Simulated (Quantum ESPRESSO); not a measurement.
Runs of Quantum ESPRESSO 7.5 on BN. It takes space group P6_3/mmc (No. 194, hexagonal). Conventional cell: a = 2.498 Å, b = 2.498 Å, c = 6.636 Å, α = 90.00°, β = 90.00°, γ = 120.00°. Around N (site symmetry -6m2) lie 3 B at 1.44 Å. B (site symmetry -6m2) has 3 N at 1.44 Å as nearest neighbours. 

```csv
level,potentials or basis,pressure (GPa)
AM05,GBRV 1.5 PBE,(a)
PBE,GBRV 1.5 PBE,(b)
PBEsol,GBRV 1.5 PBEsol,2.5
BLYP,GBRV 1.5 PBE,8.8
WC,GBRV 1.5 PBE,2.2
```

Alike in all rows: task dielectric tensor; no spin polarisation; cell as given; k mesh 8 × 8 × 2, shifted; cutoff (eV) 612; smearing fermi-dirac 0.05 eV; the mesh is coarse, so values aren't converged.

Q: Fill in the values left out.

A: (a) 2.8; (b) 4.9.

Caveats: all runs use coarse meshes; this functional lacks dispersion, which binds the layers, so the pressure and a relaxed spacing across them are unreliable; the potentials were made for another functional, which shifts forces and pressure (some runs); the cell is more than 3 GPa from zero pressure, which shifts response properties (some runs).
